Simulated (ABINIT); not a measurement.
Crystal: CsH.

```
CELL_PARAMETERS angstrom
0.00000 3.18800 3.18800
3.18800 0.00000 3.18800
3.18800 3.18800 0.00000
ATOMIC_POSITIONS crystal
Cs 0.00000 0.00000 0.00000
H 0.50000 0.50000 0.50000
```

* Program: ABINIT 10.8.3 (patched build)
* Task: relaxation of cell and atoms
* Functional: LDA
* Potentials or basis: JTH PAW LDA v2.0
* Cutoff: 707 eV
* k mesh: 5 × 5 × 5
* Occupations: fermi-dirac, width 0.05 eV
* Spin: no spin polarisation

At the start: pressure -1.2 GPa; volume 32.40 Å³/atom.

Q: Where does the relaxation end?

A: Over 5 steps the energy falls by 15.6 meV/atom and the volume is 28.58 Å³/atom (-11.8 %); space group Fm-3m (No. 225, to 0.05 Å).

The path:
```
step  energy change (eV)  largest force (eV/Å)  pressure (GPa)  volume (Å³)
   1              0.0000                0.0000           -1.20        64.80
   2             -0.0017                0.0000           -1.17        64.56
   3             -0.0311                0.0000            0.07        56.87
   4             -0.0311                0.0000           -0.01        57.22
   5             -0.0311                0.0000            0.00        57.16
```

Final structure:
```
Cs H
1.0
     0.00000    3.05737    3.05737
     3.05737    0.00000    3.05737
     3.05737    3.05737    0.00000
Cs H
1 1
Cartesian
  0.0000 0.0000 0.0000
  3.0574 3.0574 3.0574
```

Caveat: the volume moved by -12 % from the deposited cell, more than functionals usually miss.
